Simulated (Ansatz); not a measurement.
# Te (P3_121) in Ansatz: further runs, part 2 of 2

Ansatz 0.2.0.

## (3) Relaxation of cell and atoms, LDA

Contents of input.yaml:

```yaml
crystal:
  lattice:
    - [4.454, 0.0, 0.0]
    - [-2.227, 3.8572771485, 0.0]
    - [0.0, 0.0, 5.924]
  atoms:
    - { symbol: Te, position: [0.731, 0.731, 0.0] }
    - { symbol: Te, position: [0.0, 0.269, 0.6666666667] }
    - { symbol: Te, position: [0.269, 0.0, 0.3333333333] }
hamiltonian:
  xc: lda
  pseudopotentials: { kind: paw }
kpoints:
  mp_grid: { grid: [7, 7, 5] }
scf:
  occupations: { method: fermi_dirac, width: 0.05 }
output:
  forces: true
  stress: true
  eigenvalues: true
relax:
  f_tol: 0.01
  max_steps: 40
  cell: { stress_tol: 0.05 }
```

Potentials or basis: Ansatz PAW.

Command:

```
$ ansatz run input.yaml --threads 2 --pin off --max-ram 5632MiB --backend cpu --events-out ev --progress --plain --runs-dir out
```

What it wrote:

```text
Warning: RAYON_NUM_THREADS=2 ignored (pool sized by the plan → 2); use --threads N
Engine: ansatz 0.2.0, x86_64-unknown-linux-gnu
Pseudopotentials: kind: paw
Pseudopotential: Te, paw, valence charge 16, recommended cutoff 420 eV (normal), Te.paw.azcp
Functional definition: SPW92
  exchange = slater_x
  correlation = pw_c
Crystal: 3 atoms, lattice volume = 101.776 Å³
Basis set: ecut = 420 eV, 1993 PW (Γ)
Bands: 29, of which v1, the nominal top of the filled ones, is band 24 counted from 1 (23 counted from 0)
Symmetry: 6 space group operations
Space group: P3121 (ITA 152), of the structure as read, at distance tolerance 4.7e-5 Å
k-points: 32 of 245 (time reversal used)
Non-local potential: Te, projectors of the file, l = 0: 2, l = 1: 2, l = 2: 2, l = 3: 2
PAW form: soft (Blöchl's): semilocal exchange-correlation on the pseudo side does not see the compensation charge
PAW frozen core: Te, regenerated for the run's functional, and the local potential with it (the file was generated under x = pbe(κ = 0.804, μ = 0.2195149727645171), c = pbe(β = 0.06672455060314922))
PAW one-centre angular grid: Te, 590 points (default); XC on 64 Gauss nodes
Initial density: superposition of atomic densities (neutral atoms: chi_scale 0, normalization atom), corrected by the library's trained network
Initial wavefunctions: pseudopotential atomic-orbital guess
Functional: x = slater, c = lda
SCF iter   1: F=—  HF=-20481.537499 eV  |F-HF|=—  |Δ(HF+E_count)|=         —  Δρ=4.16e-3  dr2=6.34e-3  ethr=1.77e-3  ⟨swp⟩=7.3  Hψ=4245  notcnv=0
preconditioner: auto → Resta (q_TF=auto, 2.407 Å⁻¹)  ε∞=4.3  [insulator: Δε(μ)=0.579 eV  Ē_g=8.637 eV  σ=0.050 eV  W_gap=0.99  n_scr=22 (ndim 8)  ℏωp=15.6 eV  f_vac=0.027  D(μ)=0.01/eV (n_scr^D=0)  ε∞_Penn≈4.3]
SCF iter   2: F=—  HF=-20481.532308 eV  |F-HF|=—  |Δ(HF+E_count)|=   5.19e-3  Δρ=2.31e-3  dr2=2.17e-3  ethr=1.32e-5  ⟨swp⟩=2.0  Hψ=1425  notcnv=0
SCF iter   3: F=—  HF=-20481.531643 eV  |F-HF|=—  |Δ(HF+E_count)|=   6.64e-4  Δρ=3.47e-4  dr2=1.25e-4  ethr=4.52e-6  ⟨swp⟩=2.0  Hψ=1671  notcnv=0
SCF iter   4: F=—  HF=-20481.531570 eV  |F-HF|=—  |Δ(HF+E_count)|=   7.34e-5  Δρ=9.95e-5  dr2=8.47e-6  ethr=2.61e-7  ⟨swp⟩=2.0  Hψ=1693  notcnv=0
SCF iter   5: F=—  HF=-20481.531574 eV  |F-HF|=—  |Δ(HF+E_count)|=   4.42e-6  Δρ=2.89e-5  dr2=1.02e-6  ethr=1.77e-8  ⟨swp⟩=2.7  Hψ=1687  notcnv=0
SCF iter   6: F=-20481.531575 eV  HF=-20481.531575 eV  |F-HF|=2.50e-9  |Δ(HF+E_count)|=   2.83e-7  Δρ=8.02e-6  dr2=7.08e-8  ethr=2.08e-10  ⟨swp⟩=4.5  Hψ=4496  notcnv=0
SCF 1 converged in 6 iterations: F = -20481.531575 eV  dr2 = 7.08e-8
[... 70 lines left out ...]
--- Per-component energies (eV) ---
  E_band       = -758.360068
  E_kinetic    = 545.664246
  E_local      = -3586.452600  (includes V_loc(G=0)·N_el)
  E_nonlocal   = -914.806622
  E_hartree    = 2329.119050
  E_xc         = -372.255882
  E_vxc        = -315.347485  (∫ρ·V_xc dr)
  E_paw        = -13528.843111  (= ΣΔE_a)
  E_vpaw       = -1145.655160  (= ΣTr[D̂ρ^β])
  E_aug_tail   = -0.000579  (compensation charges beyond the density's cutoff)
  E_ewald      = -4956.051332
  E_core_change = 2.035984  (= ΣΔE_core)
  E_smearing   = -0.000464  (= −TS)
  E_closure    = 0.000000  (closes the sum)
  Σ components = -20481.591310   (vs F -20481.591310, Δ=0.00e0)
--- Forces (eV/Å), atoms counted from 1 ---
  atom   1  Te     0.00023414     0.00040555     0.00000000
  atom   2  Te     0.00023414    -0.00040555    -0.00000000
  atom   3  Te    -0.00046828     0.00000000     0.00000000
  max |Σ_I F_I| component: 1.19e-18 eV/Å
--- Stress (GPa, compression-positive) ---
       -0.036486      -0.000000       0.000000
        0.000000      -0.036486       0.000000
        0.000000       0.000000      -0.020067
  P = ⅓ Tr σ = -0.0310 GPa (-0.310 kbar)
--- Band table (eV; the first three rows and the last of 32) ---
  k-point 0: bands = ["-27.6944", "-27.6944", "-27.6479", "-27.6479", "-27.6469", "-27.5826", "-27.5364", "-27.5364", "-27.5346", "-27.5105", "-27.5028", "-27.5028", "-27.4822", "-27.4709", "-27.4709", "-4.3910", "-0.9391", "-0.9391", "6.7326", "7.0904", "7.0904", "7.8916", "7.8916", "8.5187", "10.7180", "10.7180", "11.3900", "14.5687", "14.5687"]
  k-point 1: bands = ["-27.7055", "-27.6788", "-27.6531", "-27.6482", "-27.6404", "-27.5912", "-27.5381", "-27.5351", "-27.5336", "-27.5098", "-27.5035", "-27.5034", "-27.4780", "-27.4765", "-27.4664", "-4.2423", "-2.1053", "0.2912", "6.4101", "6.7906", "7.1984", "8.0603", "8.2686", "8.5938", "10.3931", "10.4449", "10.9822", "13.8603", "15.2670"]
  k-point 2: bands = ["-27.7111", "-27.6629", "-27.6560", "-27.6528", "-27.6287", "-27.6103", "-27.5379", "-27.5366", "-27.5313", "-27.5077", "-27.5053", "-27.5045", "-27.4802", "-27.4704", "-27.4659", "-3.8002", "-3.0783", "1.2469", "5.6805", "6.9288", "7.0784", "8.3715", "8.7754", "8.7912", "9.9515", "10.0037", "10.2430", "13.4309", "14.8161"]
  k-point 31: bands = ["-27.7091", "-27.6582", "-27.6517", "-27.6500", "-27.6250", "-27.6074", "-27.5408", "-27.5384", "-27.5269", "-27.5123", "-27.5040", "-27.5020", "-27.4944", "-27.4831", "-27.4536", "-2.4555", "-2.0527", "-0.8859", "4.0340", "4.3176", "4.6871", "7.9403", "9.0423", "9.5279", "10.1285", "10.8818", "11.6250", "14.9436", "15.4973"]
--- Relaxed structure (5 steps of the walk, 5 accepted, 1 SCFs on fresh bases) ---
  F+E_penalty+E_count = -20481.59131010 eV   max|allowed force component| = 4.683e-4 eV/Å   (the final SCF, on the basis selected at the relaxed cell)
  cell:  # Å, volume = 94.1338 Å³
    - [4.285939940812574, 0.0, 0.0]
    - [-2.142969970406287, 3.711732867838062, 0.0]
    - [0.0, 0.0, 5.917290903489525]
  atoms:
    - { symbol: Te, position: [0.7140558680044641, 0.714055868004464, 3.4678009352009643e-34] }
    - { symbol: Te, position: [-2.7755575615628914e-17, 0.285944131995536, 0.6666666666666666] }
    - { symbol: Te, position: [0.28594413199553603, 0.0, 0.3333333333333333] }
```

Wall time 24 s (2 threads of Intel Xeon at 2.70GHz, shared host); peak memory 0.4 GiB.

What came out:

```yaml
Free_energy: -20481.5913 eV
Relaxed_volume: 31.38 Å³/atom
Relaxed_cell: a = 4.286 Å, b = 4.286 Å, c = 5.917 Å, α = 90.00°, β = 90.00°, γ = 120.00°
Space_group_after_relaxing_to_0.05_Å: P3_121 (No. 152)
Energy_gained_by_relaxing: 19.9 meV/atom
Ionic_steps: 6
Pressure_after_relaxing: 0.0 GPa
Band_gap_on_the_k_mesh: 0.42 eV, indirect (least direct gap 0.60 eV)
```

The path:
| step | energy change (eV) | largest force (eV/Å) | volume (Å³) |
| --- | --- | --- | --- |
| 1 | 0.0000 | 0.0552 | 101.78 |
| 2 | -0.0398 | 0.2320 | 93.88 |
| 3 | -0.0558 | 0.1000 | 95.08 |
| 4 | -0.0570 | 0.0251 | 92.32 |
| 5 | -0.0614 | 0.0006 | 94.13 |
| 6 | -0.0597 | 0.0005 | 94.13 |

Final structure:
```xyz
3
Lattice="4.2859 0.0000 0.0000 -2.1430 3.7117 0.0000 0.0000 0.0000 5.9173" Properties=species:S:1:pos:R:3 pbc="T T T"
Te    1.5302    2.6504    0.0000
Te   -0.6128    1.0613    3.9449
Te    1.2255    0.0000    1.9724
```

Caveat: odd divisions of the mesh miss points on the zone boundary, where band edges often lie, so the gap on the mesh can be too wide; the plane-wave basis is chosen anew once the cell has moved, so the energies of steps on either side of that aren't comparable; spin-orbit coupling is left out, which moves the levels of the heavy elements; the PAW data sets come from PBE, with cores solved anew for the run's functional, which leaves a small shift of forces and pressure. LDA usually gives volumes a few per cent too small.
